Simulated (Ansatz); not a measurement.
# A series in volume per atom on SiC

Results calculated with Ansatz 0.2.0, not measured. Plane-wave density functional theory, PAW datasets, Gaussian smearing 0.05 eV: Kohn-Sham gaps of one periodic cell over its k-point mesh and, where one was run, its band path; band edges are those on the mesh.

Cell of the first row (space group P6_3mc, No. 186):
```
cell vectors (Å)
   3.0505     0.0000     0.0000
  -1.5253     2.6418     0.0000
   0.0000     0.0000     5.0044
atoms (fractions of the cell vectors)
Si  0.33330  0.66670  0.00460
Si  0.66670  0.33330  0.50460
C   0.33330  0.66670  0.38040
C   0.66670  0.33330  0.88040
```

Settings of every row: paw set soft_2; functional PBE; spin treatment none; moment partition spheres; spin axis none; wave cutoff 420 eV; k mesh 12x12x8; SCF start atoms; lower state search light; symmetry use detected.

Atom first moment, atom hubbard u: 0 on all atoms.

Limits: semilocal functionals tend to give too small a gap.

```csv
row,volume per atom (Å³),band gap (eV),direct gap (eV)
1,10.082,2.237,4.022
2,10.293,2.271,3.985
3,10.503,2.307,3.945
4,10.713,?,?
5,10.923,2.371,3.869
```

Question: what band gap and direct gap should row 4 give?

Worked fit of band gap. Take t = volume per atom − 10, in Å³. The shown rows have t = 0.082, 0.293, 0.503, 0.923. Their means are 0.45025 and 2.2965 eV; the sums about the means are S_tt = 0.3866 and S_ty = 0.06169, whose ratio is the slope. Least squares give band gap = 2.2247 + 0.1596 × t eV. The rows lie off it by -0.001, 0.000, 0.002, -0.001. The withheld row has t = 0.713, so the fit gives 2.2247 + 0.1596 × (0.713) = 2.338 eV.

The calculation gave 2.341 eV. The fit lies 0.003 eV (2.2 % of the column's range) below it; its largest miss of a shown row is 0.002 eV.

Worked fit of direct gap. Take t = volume per atom − 10, in Å³. The shown rows have t = 0.082, 0.293, 0.503, 0.923. Their means are 0.45025 and 3.9552 eV; the sums about the means are S_tt = 0.3866 and S_ty = -0.07057, whose ratio is the slope. Least squares give direct gap = 4.0374 − 0.1825 × t eV. The rows lie off it by 0.000, 0.001, -0.001, 0.000. The withheld row has t = 0.713, so the fit gives 4.0374 − 0.1825 × (0.713) = 3.907 eV.

The calculation gave 3.905 eV. The fit lies 0.002 eV (1.3 % of the column's range) above it; its largest miss of a shown row is 0.001 eV.
